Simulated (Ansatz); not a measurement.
The system is Nb.

```xyz
1
Lattice="0.0000 2.1150 2.1150 2.1150 0.0000 2.1150 2.1150 2.1150 0.0000" Properties=species:S:1:pos:R:3 pbc="T T T"
Nb    0.0000    0.0000    0.0000
```

This isn't the form of Nb at room conditions, which is bcc.

Base run:

| Item | Value |
| --- | --- |
| Program | Ansatz 0.2.0 |
| Functional | PBEsol |
| Potentials or basis | all-electron LAPW, scalar-relativistic |
| Cutoff | 200 eV (chosen from the basis error) |
| Basis error allowed | 0.001 eV/atom |
| k mesh | 11 × 11 × 11 |
| Occupations | fermi-dirac, width 0.05 eV |
| Spin | no spin polarisation |

Its results: pressure -7.4 GPa.

The run is repeated on the same cell with these changes: dispersion from none to D4. What comes out?

Pressure -8.9 GPa.

Dispersion adds attraction, which lowers the pressure at fixed volume and, as a term added to the energy, leaves the levels alone.

Caveats: pairwise dispersion overbinds metals, which lowers pressure and volume (some runs).
